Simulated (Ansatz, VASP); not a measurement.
## One calculation of MgI2, two programs

File INCAR:

```
SYSTEM = MgI2
ALGO = Normal ; EDIFF = 1E-6
ENCUT = 520 ; GGA = PS
ISIF = 2 ; ISMEAR = 0
LASPH = .TRUE. ; LCHARG = .FALSE.
LREAL = .FALSE. ; LWAVE = .FALSE.
NBANDS = 15 ; NELM = 60
PREC = Accurate ; SIGMA = 0.05
```

Contents of KPOINTS:

```
k-points
0
G
  6 6 4
  0 0 0
```

Contents of POSCAR:

```
MgI2
1.0
    4.0913946196      0.0000000000      0.0000000000
   -2.0456973098      3.5432516774      0.0000000000
    0.0000000000      0.0000000000      6.6561400000
Mg I
1 2
Direct
    0.0000000000      0.0000000000      0.0000000000
    0.3333333333      0.6666666667      0.7576300000
    0.6666666667      0.3333333333      0.2423700000
```

Input for Ansatz:

```yaml
crystal:
  lattice:
    - [4.0913946196, 0.0, 0.0]
    - [-2.0456973098, 3.5432516774, 0.0]
    - [0.0, 0.0, 6.65614]
  atoms:
    - { symbol: Mg, position: [0.0, 0.0, 0.0] }
    - { symbol: I, position: [0.3333333333, 0.6666666667, 0.75763] }
    - { symbol: I, position: [0.6666666667, 0.3333333333, 0.24237] }
basis:
  ecutwfc: 420
kpoints:
  mp_grid: { grid: [6, 6, 4] }
hamiltonian:
  xc: pbesol
scf:
  occupations: { method: gaussian, width: 0.05 }
output:
  forces: true
  stress: true
  eigenvalues: true
```

Change from the starting cell: strain -0.015 along x and y, -0.030 along z, atoms carried along.

Alike in both runs: task single point; functional PBEsol; k mesh 6 × 6 × 4; occupations gaussian, width 0.05 eV; no spin polarisation.

|  | VASP | Ansatz |
| --- | --- | --- |
| version | VASP 6.6.1 | Ansatz 0.2.0 |
| potentials or method | VASP PAW PBE potentials, release 64 (Mg, I) | scalar-relativistic, plane waves, PAW |
| plane-wave cutoff (eV) | 520 | 420 |
| valence electrons in the cell | 16 | 44 |

|  | VASP | Ansatz | Ansatz less VASP |
| --- | --- | --- | --- |
| gap on the k mesh at the Fermi level (eV) | 3.38 | 3.40 | +0.015 |
| least direct gap on the mesh (eV) | 3.71 | 3.72 | +0.009 |
| pressure (GPa) | 1.9 | 1.9 | +0.02 |
| largest component of the traceless stress (GPa) | 0.51 | 0.51 | -0.005 |
| rms of the force components (eV/Å) | 0.149 | 0.150 | +0.0008 |

Atom by atom the forces differ by 0.001 eV/Å (rms over components). The two sets of potentials don't hold the same shells in valence.

Caveats: the PAW data sets were made with another functional, which shifts forces and pressure a little (VASP); spin-orbit coupling is left out, which moves the levels of the heavy elements; this functional lacks dispersion, which binds the layers, so the pressure and a relaxed spacing across them are unreliable. A k mesh can miss the band edges.
